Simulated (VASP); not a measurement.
Wanted: the native input for a VASP 6.6.1 run.

```yaml
Task: relaxation of cell and atoms
Functional: r2SCAN
Potentials_or_basis: VASP PAW PBE potentials, release 64 (Cd, O)
Cutoff: 600 eV
k_mesh: 12 × 12 × 12
Occupations: gaussian, width 0.02 eV
Spin: no spin polarisation
Further_INCAR_settings: ALGO = Normal; EDIFF = 1e-06; IBRION = 2; EDIFFG = -0.005; NSW = 40; ISIF = 3
```

The structure of CdO lies in POSCAR:

```
CdO
1.0
    0.0000000000      2.3500000000      2.3500000000
    2.3500000000      0.0000000000      2.3500000000
    2.3500000000      2.3500000000      0.0000000000
Cd O
1 1
Direct
    0.0000000000      0.0000000000      0.0000000000
    0.5000000000      0.5000000000      0.5000000000
```

The cell was built by a generator and needn't be a form met in nature.

These files were run (other wordings do the same):

INCAR

```
SYSTEM = CdO
PREC = Accurate
ENCUT = 600
EDIFF = 1E-6
ISMEAR = 0
SIGMA = 0.02
LREAL = .False.
LASPH = .True.
NELM = 120
ALGO = Normal
ISIF = 3
LWAVE = .False.
LCHARG = .False.
METAGGA = R2SCAN
LMIXTAU = .True.
IBRION = 2
NSW = 40
EDIFFG = -0.005
```

KPOINTS

```
Automatic mesh
0
Gamma
  12 12 12
  0 0 0
```

Potentials or basis: VASP PAW PBE potentials, release 64 (Cd, O).

Run with:

```bash
$ cat potpaw_PBE.64/Cd/POTCAR potpaw_PBE.64/O/POTCAR > POTCAR
$ mpirun -np 1 vasp_std > vasp.out
```

Results of the run:

```
Relaxed volume                         : 13.16 Å³/atom
Relaxed cell                           : a = 3.339 Å, b = 3.339 Å, c = 3.339 Å, α = 60.00°, β = 60.00°, γ = 60.00°
Space group after relaxing (to 0.05 Å) : Fm-3m (No. 225)
Energy gained by relaxing              : 1.2 meV/atom
Ionic steps                            : 3
Pressure after relaxing                : 0.0 GPa
Band gap on the k mesh                 : 0.04 eV, indirect (least direct gap 1.34 eV)
```

Caveat: the PAW data sets were made with another functional, which shifts forces and pressure a little.

It took 4.9 min on 1 thread of AMD EPYC 7R13 Processor (Zen 3) (shared host), peak memory 0.16 GiB.
